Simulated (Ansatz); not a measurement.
**PbSe (PbO type): response to moved atoms and strain**

How does PbSe (PbO type) push back when it is distorted? Each run changes the relaxed cell in one way. This structure was made by substitution into a known type, so it needn't be the compound's stable form.

Method: DFT PBE, scalar-relativistic, plane waves, PAW, in Ansatz 0.2.0.

2 further runs of the same task are left out: 2 that didn't finish.

### 1 The starting structure

Symmetry: P4/nmm, No. 129, tetragonal system. Conventional cell: a = 5.349 Å, b = 5.349 Å, c = 4.221 Å, α = 90.00°, β = 90.00°, γ = 90.00°. Around Pb (site symmetry 4mm) lie 4 Se at 2.99 Å. Se (site symmetry -4m2) is surrounded by 4 Pb at 2.99 Å.

Coordinates:

```xyz
4
Lattice="5.3495 0.0000 0.0000 0.0000 5.3495 0.0000 0.0000 0.0000 4.2213" Properties=species:S:1:pos:R:3 pbc="T T T"
Pb    2.6747    0.0000    1.3434
Pb    0.0000    2.6747    2.8779
Se    0.0000    0.0000    0.0000
Se    2.6747    2.6747    0.0000
```

This cell comes from an earlier session at PBE: 30.200 Å³/atom at 0.02 GPa, on a 6×6×8 mesh.

The changes: atom 4 (Se) moved 0.08 Å along z; atom 1 (Pb) moved 0.08 Å along z; strain e5 = +0.01, atoms carried along; strain e5 = -0.02, atoms carried along; all atoms moved at random (σ = 0.06 Å), cell strained at random (1 %); all atoms moved at random (σ = 0.06 Å), cell strained at random (1 %).

### 2 Atom 4 (Se) moved 0.08 Å along z

Input file input.yaml:

```yaml
crystal:
  lattice:
    - [5.3494553078, 0.0, 0.0]
    - [0.0, 5.3494553078, 0.0]
    - [0.0, 0.0, 4.2212686564]
  atoms:
    - { symbol: Pb, position: [0.5, 0.0, 0.3182456201] }
    - { symbol: Pb, position: [0.0, 0.5, 0.6817543799] }
    - { symbol: Se, position: [0.0, 0.0, 0.0] }
    - { symbol: Se, position: [0.5, 0.5, 0.0189516485] }
basis:
  ecutwfc: 420
  ecutrho_ratio: 4
kpoints:
  mp_grid: { grid: [6, 6, 8] }
hamiltonian:
  xc: pbe
scf:
  occupations: { method: gaussian, width: 0.05 }
output:
  forces: true
  stress: true
  eigenvalues: true
  write_density: true
  write_potential: true
  elf: true
  volumetric_format: npy
```

The run is started by

```
$ ansatz run input.yaml --threads 2 --pin off --max-ram 2662MiB --backend cpu --events-out ev --progress --plain --runs-dir out
```

Output (excerpt; [...] marks lines left out):

```text
Warning: RAYON_NUM_THREADS=2 ignored (pool sized by the plan → 2); use --threads N
[...]
Pseudopotentials: kind: paw
Pseudopotential: Pb, paw, valence charge 14, recommended cutoff 420 eV (normal), Pb.paw.azcp
Pseudopotential: Se, paw, valence charge 16, recommended cutoff 420 eV (normal), Se.paw.azcp
Functional definition: PBE
[...]
Crystal: 4 atoms, lattice volume = 120.799 Å³
Basis set: ecut = 420 eV, 2359 PW (Γ), exchange–correlation on 72×72×60 points (8 copies of the dense FFT grid, shifted against one another)
Bands: 36, of which v1, the nominal top of the filled ones, is band 30 counted from 1 (29 counted from 0)
Symmetry: 4 space group operations
Space group: Pmm2 (ITA 25), of the structure as read, at distance tolerance 4.9e-5 Å
k-points: 80 of 288 (time reversal used)
[...]
SCF iter   1: F=—  HF=-34752.554364 eV  |F-HF|=—  |Δ(HF+E_count)|=         —  Δρ=1.22e-3  dr2=1.92e-3  ethr=1.77e-3  ⟨swp⟩=7.1  Hψ=11783  notcnv=0
[...]
SCF iter   6: F=-34752.552715 eV  HF=-34752.552715 eV  |F-HF|=8.07e-8  |Δ(HF+E_count)|=   2.96e-7  Δρ=9.52e-6  dr2=9.34e-8  ethr=1.67e-10  ⟨swp⟩=10.8  Hψ=21460  notcnv=0
[...]
SCF converged after 6 iterations
Free energy (F): -34752.552715 eV
[...]
E sigma→0 (E₀):  -34752.552715 eV
Fermi energy:    8.161891 eV
[...]
--- Forces (eV/Å), atoms counted from 1 ---
  atom   1  Pb     0.00000000     0.00000000     0.09971133
  atom   2  Pb     0.00000000     0.00000000     0.08876934
  atom   3  Se     0.00000000     0.00000000    -0.00491556
  atom   4  Se     0.00000000     0.00000000    -0.18356623
[...]
--- Stress (GPa, compression-positive) ---
       -0.602681       0.000000       0.000000
        0.000000       0.765933       0.000000
        0.000000       0.000000      -0.027600
  P = ⅓ Tr σ = 0.0452 GPa (0.452 kbar)
--- Band table (eV; the first three rows and the last of 80) ---
[...]
```

Run time: 22 s. Hardware: 2 threads of Arm Neoverse V2, shared host; peak memory 0.5 GiB.

Read off: volume 30.200 Å³/atom, pressure 0.05 GPa, mesh gap 0.43 eV.

Forces on the atoms, as numbers:

```csv
atom,x (eV/Å),y (eV/Å),z (eV/Å)
Pb1,0.000,0.000,0.100
Pb2,0.000,0.000,0.089
Se3,0.000,0.000,-0.005
Se4,0.000,0.000,-0.184
```

Density in a lattice plane of the grid's cell (edges 5.35 and 4.22 Å, at 0.000 of the third edge), which holds Pb and Se.

Ten even steps from ' ' (0.03 e/Å³) to '@' (45.31 e/Å³):
```
++--..                                      ..--
..                                              
                                                
                                                
                                                
                                                
                                                
                                                
                                                
                      ......                    
                    ....::....                  
                      ......                    
                                                
..                                              
++--..                                      ..--
@@**::                                      ::**
```
Columns run along the first of these edges and rows up along the second, over one cell in 24 and 16 even steps from the bottom left corner. Atoms in the plane (fractional): Pb at (0.50, 0.32), Se at (0.00, 0.00).

ELF in the same plane.

Ten even steps from '0' (0.00) to '9' (0.80):
```
347999742111111124799974
789998631000000013689998
999997521000000012579999
999875210011111001257899
887642101233433210124678
544211013455555431011244
111000134555555543100011
000001245555555554210000
111111345532123554311111
544322345410001454322344
887642345310001354324678
999864334420002443346899
999986334442224443368999
789998533445454433589998
347998632234443223689974
126999742122222124799962
```
Columns run along the first of these edges and rows up along the second, over one cell in 24 and 16 even steps from the bottom left corner. Atoms in the plane (fractional): Pb at (0.50, 0.32), Se at (0.00, 0.00).

Both are smooth fields of the valence electrons: close to the nuclei they are not physical.

Maxima of ELF outside the ion cores: 0.81 in the shell around Se, 0.8 Å from Se.

### 3 Atom 1 (Pb) moved 0.08 Å along z

Input file input.yaml:

```yaml
crystal:
  lattice:
    - [5.3494553078, 0.0, 0.0]
    - [0.0, 5.3494553078, 0.0]
    - [0.0, 0.0, 4.2212686564]
  atoms:
    - { symbol: Pb, position: [0.5, 0.0, 0.3371972686] }
    - { symbol: Pb, position: [0.0, 0.5, 0.6817543799] }
    - { symbol: Se, position: [0.0, 0.0, 0.0] }
    - { symbol: Se, position: [0.5, 0.5, 0.0] }
basis:
  ecutwfc: 420
  ecutrho_ratio: 4
kpoints:
  mp_grid: { grid: [6, 6, 8] }
hamiltonian:
  xc: pbe
scf:
  occupations: { method: gaussian, width: 0.05 }
output:
  forces: true
  stress: true
  eigenvalues: true
```

The run is started by

```
$ ansatz run input.yaml --threads 2 --pin off --max-ram 2662MiB --backend cpu --events-out ev --progress --plain --runs-dir out
```

Output (excerpt; [...] marks lines left out):

```text
Warning: RAYON_NUM_THREADS=2 ignored (pool sized by the plan → 2); use --threads N
[...]
[... 4 set-up lines as earlier in the session ...]
[...]
Crystal: 4 atoms, lattice volume = 120.799 Å³
Basis set: ecut = 420 eV, 2359 PW (Γ), exchange–correlation on 72×72×60 points (8 copies of the dense FFT grid, shifted against one another)
Bands: 36, of which v1, the nominal top of the filled ones, is band 30 counted from 1 (29 counted from 0)
Symmetry: 8 space group operations
Space group: P4mm (ITA 99), of the structure as read, at distance tolerance 4.9e-5 Å
k-points: 50 of 288 (time reversal used)
[...]
SCF iter   1: F=—  HF=-34752.553741 eV  |F-HF|=—  |Δ(HF+E_count)|=         —  Δρ=1.17e-3  dr2=1.77e-3  ethr=1.77e-3  ⟨swp⟩=7.2  Hψ=7350  notcnv=0
[...]
SCF iter   6: F=-34752.552147 eV  HF=-34752.552147 eV  |F-HF|=7.40e-8  |Δ(HF+E_count)|=   2.53e-7  Δρ=9.12e-6  dr2=8.68e-8  ethr=1.67e-10  ⟨swp⟩=7.3  Hψ=8298  notcnv=0
[...]
SCF converged after 6 iterations
Free energy (F): -34752.552147 eV
[...]
E sigma→0 (E₀):  -34752.552147 eV
Fermi energy:    8.168434 eV
[...]
--- Forces (eV/Å), atoms counted from 1 ---
  atom   1  Pb    -0.00000000     0.00000000    -0.19628821
  atom   2  Pb     0.00000000     0.00000000     0.01485281
  atom   3  Se     0.00000000     0.00000000     0.09071687
  atom   4  Se    -0.00000000     0.00000000     0.09071687
[...]
--- Stress (GPa, compression-positive) ---
       -0.348702       0.000000       0.000000
        0.000000      -0.348702       0.000000
        0.000000       0.000000      -0.554707
  P = ⅓ Tr σ = -0.4174 GPa (-4.174 kbar)
--- Band table (eV; the first three rows and the last of 50) ---
[...]
```

Wall time 9.7 s (2 threads of Arm Neoverse V2, shared host); peak memory 0.44 GiB.

Result: volume 30.200 Å³/atom, pressure -0.42 GPa, gap on the mesh 0.37 eV.

Forces on the atoms, as numbers:

```csv
atom,x (eV/Å),y (eV/Å),z (eV/Å)
Pb1,0.000,0.000,-0.196
Pb2,0.000,0.000,0.015
Se3,0.000,0.000,0.091
Se4,0.000,0.000,0.091
```

### 4 Strain e5 = +0.01, atoms carried along

input.yaml: that of step 3 with these lines changed.

```diff
@@ -2,7 +2,7 @@
   lattice:
-    - [5.3494553078, 0.0, 0.0]
+    - [5.3494553078, 0.0, 0.0267472765]
     - [0.0, 5.3494553078, 0.0]
-    - [0.0, 0.0, 4.2212686564]
+    - [0.0211063433, 0.0, 4.2212686564]
   atoms:
-    - { symbol: Pb, position: [0.5, 0.0, 0.3371972686] }
+    - { symbol: Pb, position: [0.5, 0.0, 0.3182456201] }
     - { symbol: Pb, position: [0.0, 0.5, 0.6817543799] }
```

The run is started by

```
$ ansatz run input.yaml --threads 2 --pin off --max-ram 2662MiB --backend cpu --events-out ev --progress --plain --runs-dir out
```

Output (excerpt; [...] marks lines left out):

```text
Warning: RAYON_NUM_THREADS=2 ignored (pool sized by the plan → 2); use --threads N
[...]
[... 4 set-up lines as earlier in the session ...]
[...]
Crystal: 4 atoms, lattice volume = 120.796 Å³
Basis set: ecut = 420 eV, 2359 PW (Γ), exchange–correlation on 72×72×60 points (8 copies of the dense FFT grid, shifted against one another)
Bands: 36, of which v1, the nominal top of the filled ones, is band 30 counted from 1 (29 counted from 0)
[... 1 set-up line as earlier in the session ...]
Space group: P21/m (ITA 11), of the structure as read, at distance tolerance 4.9e-5 Å
k-points: 104 of 288
[...]
SCF iter   1: F=—  HF=-34752.561444 eV  |F-HF|=—  |Δ(HF+E_count)|=         —  Δρ=1.21e-3  dr2=1.90e-3  ethr=1.77e-3  ⟨swp⟩=7.1  Hψ=15301  notcnv=0
[...]
SCF iter   6: F=-34752.559833 eV  HF=-34752.559833 eV  |F-HF|=7.67e-8  |Δ(HF+E_count)|=   2.60e-7  Δρ=9.40e-6  dr2=9.11e-8  ethr=1.67e-10  ⟨swp⟩=6.3  Hψ=16191  notcnv=0
[...]
SCF converged after 6 iterations
Free energy (F): -34752.559833 eV
[...]
E sigma→0 (E₀):  -34752.559833 eV
Fermi energy:    8.149017 eV
[...]
--- Forces (eV/Å), atoms counted from 1 ---
  atom   1  Pb    -0.01885569     0.00000000     0.00143981
  atom   2  Pb     0.01885569    -0.00000000    -0.00143981
  atom   3  Se     0.02300594    -0.00000000    -0.00014517
  atom   4  Se    -0.02300594     0.00000000     0.00014517
[...]
--- Stress (GPa, compression-positive) ---
        0.041351       0.000000      -0.066904
        0.000000       0.031923      -0.000000
       -0.066904      -0.000000      -0.000352
  P = ⅓ Tr σ = 0.0243 GPa (0.243 kbar)
--- Band table (eV; the first three rows and the last of 104) ---
[...]
```

It took 14 s on 2 threads of Arm Neoverse V2, shared host; peak memory 0.59 GiB.

In short: volume 30.199 Å³/atom, pressure 0.02 GPa, gap on the mesh 0.42 eV.

Forces on the atoms, as numbers:

```csv
atom,x (eV/Å),y (eV/Å),z (eV/Å)
Pb1,-0.019,0.000,0.001
Pb2,0.019,0.000,-0.001
Se3,0.023,0.000,0.000
Se4,-0.023,0.000,0.000
```

### 5 Strain e5 = -0.02, atoms carried along

input.yaml: that of step 4 with these lines changed.

```diff
@@ -2,5 +2,5 @@
   lattice:
-    - [5.3494553078, 0.0, 0.0267472765]
+    - [5.3494553078, 0.0, -0.0534945531]
     - [0.0, 5.3494553078, 0.0]
-    - [0.0211063433, 0.0, 4.2212686564]
+    - [-0.0422126866, 0.0, 4.2212686564]
   atoms:
```

The run is started by

```
$ ansatz run input.yaml --threads 2 --pin off --max-ram 2662MiB --backend cpu --events-out ev --progress --plain --runs-dir out
```

Output (excerpt; [...] marks lines left out):

```text
Warning: RAYON_NUM_THREADS=2 ignored (pool sized by the plan → 2); use --threads N
[...]
[... 4 set-up lines as earlier in the session ...]
[...]
Crystal: 4 atoms, lattice volume = 120.787 Å³
Basis set: ecut = 420 eV, 2353 PW (Γ), exchange–correlation on 72×72×60 points (8 copies of the dense FFT grid, shifted against one another)
Bands: 36, of which v1, the nominal top of the filled ones, is band 30 counted from 1 (29 counted from 0)
[... 2 set-up lines as earlier in the session ...]
k-points: 104 of 288
[...]
SCF iter   1: F=—  HF=-34752.560687 eV  |F-HF|=—  |Δ(HF+E_count)|=         —  Δρ=1.21e-3  dr2=1.89e-3  ethr=1.77e-3  ⟨swp⟩=7.1  Hψ=15389  notcnv=0
[...]
SCF iter   6: F=-34752.559071 eV  HF=-34752.559071 eV  |F-HF|=8.02e-8  |Δ(HF+E_count)|=   3.02e-7  Δρ=9.57e-6  dr2=9.44e-8  ethr=1.67e-10  ⟨swp⟩=6.3  Hψ=16234  notcnv=0
[...]
SCF converged after 6 iterations
Free energy (F): -34752.559071 eV
[...]
E sigma→0 (E₀):  -34752.559071 eV
Fermi energy:    8.145228 eV
[...]
--- Forces (eV/Å), atoms counted from 1 ---
  atom   1  Pb     0.03780326     0.00000000     0.00231531
  atom   2  Pb    -0.03780326    -0.00000000    -0.00231531
  atom   3  Se    -0.04612282    -0.00000000    -0.00057986
  atom   4  Se     0.04612282     0.00000000     0.00057986
[...]
--- Stress (GPa, compression-positive) ---
        0.070057       0.000000       0.134300
        0.000000       0.032354      -0.000000
        0.134300      -0.000000       0.005648
  P = ⅓ Tr σ = 0.0360 GPa (0.360 kbar)
--- Band table (eV; the first three rows and the last of 104) ---
[...]
```

It took 14 s on 2 threads of Arm Neoverse V2, shared host; peak memory 0.59 GiB.

In short: volume 30.197 Å³/atom, pressure 0.04 GPa, mesh gap 0.42 eV.

Forces on the atoms, as numbers:

```csv
atom,x (eV/Å),y (eV/Å),z (eV/Å)
Pb1,0.038,0.000,0.002
Pb2,-0.038,0.000,-0.002
Se3,-0.046,0.000,-0.001
Se4,0.046,0.000,0.001
```

### 6 All atoms moved at random (σ = 0.06 Å), cell strained at random (1 %)

Input file input.yaml:

```yaml
crystal:
  lattice:
    - [5.3338812782, -0.0220539267, 0.0394048548]
    - [-0.0220539267, 5.3576926494, -0.023834646]
    - [0.0310944702, -0.0188079792, 4.1729421719]
  atoms:
    - { symbol: Pb, position: [0.4889931414, 0.0163078879, 0.3065878606] }
    - { symbol: Pb, position: [0.0080105347, 0.4870399387, 0.6870537463] }
    - { symbol: Se, position: [-0.0075249145, -0.0031053964, 0.0050875143] }
    - { symbol: Se, position: [0.5105212384, 0.4997575698, 0.0012708789] }
basis:
  ecutwfc: 420
  ecutrho_ratio: 4
kpoints:
  mp_grid: { grid: [6, 6, 8] }
hamiltonian:
  xc: pbe
scf:
  occupations: { method: gaussian, width: 0.05 }
output:
  forces: true
  stress: true
  eigenvalues: true
```

The run is started by

```
$ ansatz run input.yaml --threads 2 --pin off --max-ram 2662MiB --backend cpu --events-out ev --progress --plain --runs-dir out
```

Output (excerpt; [...] marks lines left out):

```text
Warning: RAYON_NUM_THREADS=2 ignored (pool sized by the plan → 2); use --threads N
[...]
[... 4 set-up lines as earlier in the session ...]
[...]
Crystal: 4 atoms, lattice volume = 119.240 Å³
Basis set: ecut = 420 eV, 2323 PW (Γ), exchange–correlation on 72×72×60 points (8 copies of the dense FFT grid, shifted against one another)
Bands: 36, of which v1, the nominal top of the filled ones, is band 30 counted from 1 (29 counted from 0)
Symmetry: 1 space group operations
Space group: P1 (ITA 1), of the structure as read, at distance tolerance 4.9e-5 Å
k-points: 148 of 288 (time reversal used)
[...]
SCF iter   1: F=—  HF=-34752.531561 eV  |F-HF|=—  |Δ(HF+E_count)|=         —  Δρ=1.30e-3  dr2=2.39e-3  ethr=1.77e-3  ⟨swp⟩=7.2  Hψ=22061  notcnv=0  defer=1
[...]
SCF iter   7: F=-34752.529931 eV  HF=-34752.529931 eV  |F-HF|=7.57e-10  |Δ(HF+E_count)|=   8.54e-8  Δρ=1.62e-6  dr2=2.91e-9  ethr=1.67e-10  ⟨swp⟩=7.4  Hψ=20468  notcnv=0
[...]
SCF converged after 7 iterations
Free energy (F): -34752.529931 eV
[...]
E sigma→0 (E₀):  -34752.529931 eV
Fermi energy:    8.279601 eV
[...]
--- Forces (eV/Å), atoms counted from 1 ---
  atom   1  Pb     0.02763370    -0.14660821     0.23894433
  atom   2  Pb    -0.00114762     0.09767847    -0.10133325
  atom   3  Se     0.10519409    -0.01301363    -0.10323891
  atom   4  Se    -0.13168106     0.06194412    -0.03437340
[...]
--- Stress (GPa, compression-positive) ---
        1.183719       0.184488      -0.150341
        0.184488       0.761441      -0.307323
       -0.150341      -0.307323       1.048253
  P = ⅓ Tr σ = 0.9978 GPa (9.978 kbar)
--- Band table (eV; the first three rows and the last of 148) ---
[...]
```

It took 32 s on 2 threads of Arm Neoverse V2, shared host; peak memory 0.67 GiB.

In short: volume 29.810 Å³/atom, pressure 1.00 GPa, gap on the mesh 0.40 eV.

Forces on the atoms, as numbers:

```csv
atom,x (eV/Å),y (eV/Å),z (eV/Å)
Pb1,0.028,-0.147,0.239
Pb2,-0.001,0.098,-0.101
Se3,0.105,-0.013,-0.103
Se4,-0.132,0.062,-0.034
```

### 7 All atoms moved at random (σ = 0.06 Å), cell strained at random (1 %)

Input file input.yaml:

```yaml
crystal:
  lattice:
    - [5.3417615924, 0.0533593697, 0.0240284295]
    - [0.0533593697, 5.4420588901, -0.0332497466]
    - [0.0189608943, -0.0262374588, 4.227790723]
  atoms:
    - { symbol: Pb, position: [0.4818225109, -0.0054744411, 0.3072688558] }
    - { symbol: Pb, position: [0.0092939719, 0.5089530176, 0.6854543906] }
    - { symbol: Se, position: [-0.0118641299, -0.0164353775, 0.0095911558] }
    - { symbol: Se, position: [0.5207476471, 0.5129568011, -0.0023144022] }
basis:
  ecutwfc: 420
  ecutrho_ratio: 4
kpoints:
  mp_grid: { grid: [6, 6, 8] }
hamiltonian:
  xc: pbe
scf:
  occupations: { method: gaussian, width: 0.05 }
output:
  forces: true
  stress: true
  eigenvalues: true
```

The run is started by

```
$ ansatz run input.yaml --threads 2 --pin off --max-ram 2662MiB --backend cpu --events-out ev --progress --plain --runs-dir out
```

Output (excerpt; [...] marks lines left out):

```text
Warning: RAYON_NUM_THREADS=2 ignored (pool sized by the plan → 2); use --threads N
[...]
[... 4 set-up lines as earlier in the session ...]
[...]
Crystal: 4 atoms, lattice volume = 122.883 Å³
Basis set: ecut = 420 eV, 2401 PW (Γ), exchange–correlation on 72×80×60 points (8 copies of the dense FFT grid, shifted against one another)
Bands: 36, of which v1, the nominal top of the filled ones, is band 30 counted from 1 (29 counted from 0)
[... 1 set-up line as earlier in the session ...]
Space group: P1 (ITA 1), of the structure as read, at distance tolerance 5.0e-5 Å
k-points: 148 of 288 (time reversal used)
[...]
SCF iter   1: F=—  HF=-34752.499722 eV  |F-HF|=—  |Δ(HF+E_count)|=         —  Δρ=1.27e-3  dr2=2.18e-3  ethr=1.77e-3  ⟨swp⟩=7.2  Hψ=22118  notcnv=0
[...]
SCF iter   7: F=-34752.498225 eV  HF=-34752.498225 eV  |F-HF|=1.87e-9  |Δ(HF+E_count)|=   1.13e-7  Δρ=2.16e-6  dr2=5.32e-9  ethr=1.67e-10  ⟨swp⟩=7.1  Hψ=18694  notcnv=0
[...]
SCF converged after 7 iterations
Free energy (F): -34752.498225 eV
[...]
E sigma→0 (E₀):  -34752.498225 eV
Fermi energy:    7.910997 eV
[...]
--- Forces (eV/Å), atoms counted from 1 ---
  atom   1  Pb     0.07912499     0.10579353     0.13122655
  atom   2  Pb     0.00812947    -0.09316980    -0.03226959
  atom   3  Se     0.13639338     0.19792265    -0.19157158
  atom   4  Se    -0.22364916    -0.21054635     0.09261351
[...]
--- Stress (GPa, compression-positive) ---
        0.513595      -0.197163      -0.169334
       -0.197163      -0.749374       0.592771
       -0.169334       0.592771       0.099253
  P = ⅓ Tr σ = -0.0455 GPa (-0.455 kbar)
--- Band table (eV; the first three rows and the last of 148) ---
[...]
```

It took 32 s on 2 threads of Arm Neoverse V2, shared host; peak memory 0.68 GiB.

This gives: volume 30.721 Å³/atom, pressure -0.05 GPa, gap on the mesh 0.38 eV.

Forces on the atoms, as numbers:

```csv
atom,x (eV/Å),y (eV/Å),z (eV/Å)
Pb1,0.079,0.106,0.131
Pb2,0.008,-0.093,-0.032
Se3,0.136,0.198,-0.192
Se4,-0.224,-0.211,0.093
```

### 8 The distortions side by side

| change | change of free energy (meV/atom) | largest force (eV/Å) | largest change of stress (GPa) |
| --- | --- | --- | --- |
| atom 4 (Se) moved 0.08 Å along z | 1.84 | 0.184 | 0.73 |
| atom 1 (Pb) moved 0.08 Å along z | 1.99 | 0.196 | 0.55 |
| strain e5 = +0.01, atoms carried along | 0.06 | 0.023 | 0.07 |
| strain e5 = -0.02, atoms carried along | 0.25 | 0.046 | 0.13 |
| all atoms moved at random (σ = 0.06 Å), cell strained at random (1 %) | 7.54 | 0.282 | 1.15 |
| all atoms moved at random (σ = 0.06 Å), cell strained at random (1 %) | 15.47 | 0.321 | 0.78 |

Moving atom 4 by 0.08 Å meets a restoring force of 0.184 eV/Å along the move, a force constant of about 2.3 eV/Å². Moving atom 1 by 0.08 Å meets a restoring force of 0.197 eV/Å along the move, a force constant of about 2.5 eV/Å². The strain e5 = +0.01 changes that stress component by -0.07 GPa (compression positive), a ratio of 7 GPa; that is a secant over a finite strain with the atoms carried along, not the elastic constant. The strain e5 = -0.02 changes that stress component by +0.13 GPa (compression positive), a ratio of 7 GPa; that is a secant over a finite strain with the atoms carried along, not the elastic constant. No change lowers the energy by more than 0.5 meV/atom; other distortions weren't tried. Spin–orbit coupling is left out, though the cell holds Pb; in elements this heavy it can shift levels and gaps by tenths of an eV. No dispersion term is included, so distances between weakly bound layers or units are the least certain numbers.

These are semilocal Kohn-Sham gaps, which aren't the measured quantity. Such gaps usually fall short of the measured ones; spin-orbit coupling, left out here, narrows gaps with Pb, so the two errors partly cancel.
